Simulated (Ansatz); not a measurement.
The parent structure is KF in the rock salt structure (space group Fm-3m, No. 225; a = 5.4208 Å).

(Cell as relaxed with PBE.)

Levels (all Ansatz, a first-principles code, PAW): PBE (420 eV, without spin-orbit coupling); r2SCAN (500 eV, no SOC).

Each level relaxes its own structure.

| quantity | PBE | r2SCAN |
|---|---|---|
| volume per atom | 19.91 Å³ | 18.80 Å³ |
| lattice parameter a | 5.421 Å | 5.318 Å |
| band gap | 5.96 eV | 6.91 eV |
| gap character | direct at Γ | direct at Γ |
| electron mass | 0.55 mₑ | 0.54 mₑ |

PBE's volume per atom lies 1.11 Å³ above r2SCAN's (5.9 %); PBE's lattice parameter a lies 0.1024 Å above r2SCAN's (1.9 %); PBE's band gap lies 0.95 eV below r2SCAN's; the two agree on the gap character. Neither level is exact; r2SCAN is the comparison here, not a measurement.

Masses are band curvatures over ±0.01 Å⁻¹ around the edge. Stability against distortions was not tested.
